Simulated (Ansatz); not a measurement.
**ZrO2 (Fm-3m): elasticity against pressure**

```
CELL_PARAMETERS angstrom
0.00000 2.54472 2.54472
2.54472 0.00000 2.54472
2.54472 2.54472 0.00000
ATOMIC_POSITIONS crystal
Zr 0.00000 0.00000 0.00000
O 0.25000 0.25000 0.25000
O 0.75000 0.75000 0.75000
```

This is the zero-pressure cell. At each pressure cell and atoms are relaxed in this structure, and the constants are slopes of the stress at strains of ±0.005 with relaxed ions (the coefficients that govern stability under load). Level: r²SCAN, PAW on Ansatz 0.2.0's default frozen-core files (fitted under PBE), scalar-relativistic; k mesh 8×8×8, strains of ±0.005, fixed occupations, cutoff 500 eV. P is the pressure of the relaxed cell, less that of this one.

```
P (GPa)    V/V₀  C11 (GPa)  C12 (GPa)  C44 (GPa)
   0.00  1.0000      564.2      103.4       70.1
   1.02  0.9961      570.0      106.8       71.1
   2.02  0.9923      575.6      110.2       72.0
   4.00  0.9850      586.8      116.9       73.7
   7.03       ?          ?          ?          ?
  10.04  0.9644      619.8      137.0       78.5
  15.04  0.9489      646.3      153.4       82.0
```

Problem. Does the bulk modulus from the constants agree with the pressure-volume curve?

Solution. A third-order Birch-Murnaghan fit to the volumes shown (F against f, f = [(V₀/V)^(2/3) − 1]/2) gives B₀ = 257.0 GPa and B′ = 4.1. Its −V dP/dV stands beside (C11 + 2C12)/3:

| P (GPa) | from P(V) | from the constants |
| --- | --- | --- |
| 0.00 | 257.0 | 257.0 |
| 1.02 | 261.2 | 261.2 |
| 2.02 | 265.3 | 265.3 |
| 4.00 | 273.5 | 273.6 |
| 10.04 | 297.9 | 297.9 |
| 15.04 | 317.8 | 317.7 |

Problem. What are the pressure derivatives at zero pressure?

Solution. Slopes at V₀ of quadratic fits in −ln(V/V₀) through the first four rows shown, divided by B₀: dC11/dP = 5.7, dC12/dP = 3.4, dC44/dP = 0.9. The mean slopes up to 2.0 GPa are 5.7, 3.4, 0.9; curvature and scatter of the constants part the two. The combination (dC11/dP + 2 dC12/dP)/3 = 4.1 stands against B′.

Problem. Fill the row at 7.03 GPa.

Solution. Cubic fits in −ln(V/V₀) through all rows shown give C11 = 603.5, C12 = 127.0, C44 = 76.2 GPa. Computed: V/V₀ = 0.9744, C11 (GPa) = 603.6, C12 (GPa) = 127.0, C44 (GPa) = 76.2.

Problem. Does a shear stiffness soften?

Solution. C44 goes from 70.1 to 82.0 GPa; (C11 − C12)/2 goes from 230.4 to 246.4 GPa. Neither ends more than 3 % under its start, and the lattice stays mechanically stable over this range.

Known limits: no other phase was computed; many crystals of this kind change structure within this range, and rows or crossings beyond such a change describe a metastable lattice; frozen-core PAW files fitted under PBE, their cores solved anew for the functional of the run; this form is stable only when hot or under pressure; cold crystals distort or take another structure; phonons weren't checked at these pressures.
